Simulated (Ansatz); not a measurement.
Ga: changing the functional

The cell as given:

```xyz
2
Lattice="2.7784 0.0000 0.0000 0.0000 3.2816 0.0000 -1.3434 0.0000 3.9903" Properties=species:S:1:pos:R:3 pbc="T T T"
Ga   -0.6607    2.4612    3.0732
Ga    2.0957    0.8204    0.9171
```

This isn't the form of Ga at room conditions, which is orthorhombic.

Kept alike: task relaxation of cell and atoms; k mesh 10 × 8 × 7; occupations fermi-dirac, width 0.05 eV; no spin polarisation. Program: Ansatz, Ansatz PAW. Cutoffs run from 420 to 500 eV. The mesh is that of the run's cell of 2 atoms. No spin-orbit coupling.

| run | volume (Å³/atom) | first edge of the run's cell (Å) | third edge of the run's cell (Å) |
| --- | --- | --- | --- |
| A | 17.974 | 2.770 | 4.316 |
| B | 17.366 | 2.747 | 4.208 |
| C | 18.116 | 2.806 | 4.221 |

For a metal such a mesh leaves the last digits unconverged. Relaxations stop with a little pressure left, so the last digits of a volume or edge aren't settled. Runs of this series that gave no sound value for these columns are left out. All rows use potentials made for PBE.

Problem. The runs differ in the functional (and the cutoff that goes with it) alone: LDA; PBEsol; r2SCAN. Which run is which?

Solution. Run A is PBEsol; run B is LDA; run C is r2SCAN. The volume runs from 17.366 (LDA) to 18.116 Å³/atom (r2SCAN). The first edge of the run's cell runs from 2.747 (LDA) to 2.806 Å (r2SCAN). The third edge of the run's cell runs from 4.208 (LDA) to 4.316 Å (PBEsol).
